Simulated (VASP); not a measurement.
Runs of VASP 6.6.1 on BeTe. It takes space group F-43m (No. 216, cubic). The conventional cell has a = 5.612 Å, b = 5.612 Å, c = 5.612 Å, α = 90.00°, β = 90.00°, γ = 90.00°. Be (site symmetry -43m) has 4 Te at 2.43 Å as nearest neighbours. Te (site symmetry -43m) has 4 Be at 2.43 Å as nearest neighbours. 

```csv
task,level,cell,k mesh,cutoff (eV),grid for exact exchange (PRECFOCK),exchange at q = 0,mesh quality,gap on the mesh (eV),pressure (GPa)
band structure,PBE0,"F-43m, 22.1 Å³/atom",8 × 8 × 8,520,Fast,truncated,not flagged,3.26,0.5
relaxation of cell and atoms,PBEsol,relaxed,8 × 8 × 8,600,-,-,not flagged,1.83,0.0
relaxation of the atoms,PBE,atoms relaxed from: a relaxed cell with its volume scaled by 1.06,4 × 4 × 4,300,-,-,coarse,(b),-2.9
relaxation of the atoms,PBE,atoms relaxed,4 × 4 × 4,300,-,-,coarse,2.03,0.0
relaxation of the atoms,PBE,atoms relaxed from: a relaxed cell with its volume scaled by 0.94,4 × 4 × 4,300,-,-,coarse,1.88,3.9
relaxation of the atoms,PBE,atoms relaxed from: a relaxed cell with its volume scaled by 0.98,4 × 4 × 4,300,-,-,coarse,(a),1.2
relaxation of cell and atoms,PBE,relaxed,4 × 4 × 4,300,-,-,coarse,2.03,0.0
```

Alike in all rows: potentials or basis VASP PAW PBE potentials, release 64 (Be, Te); no spin polarisation; smearing gaussian 0.03 eV.

Task: Fill in the values left out.

Result: (a) 1.98; (b) 2.16.

Caveats: some runs use coarse meshes; spin-orbit coupling is left out, which moves the levels of the heavy elements; the relaxation stopped at its first step, so nothing moved (some runs); the cutoff is under 1.25 times the usual one of these potentials, so pressure, stress and relaxed cells hold a basis-set (Pulay) error (some runs); the PAW data sets were made with another functional, which shifts forces and pressure a little (some runs).

A k mesh can miss the band edges, and the runs leave out spin-orbit coupling on Te.
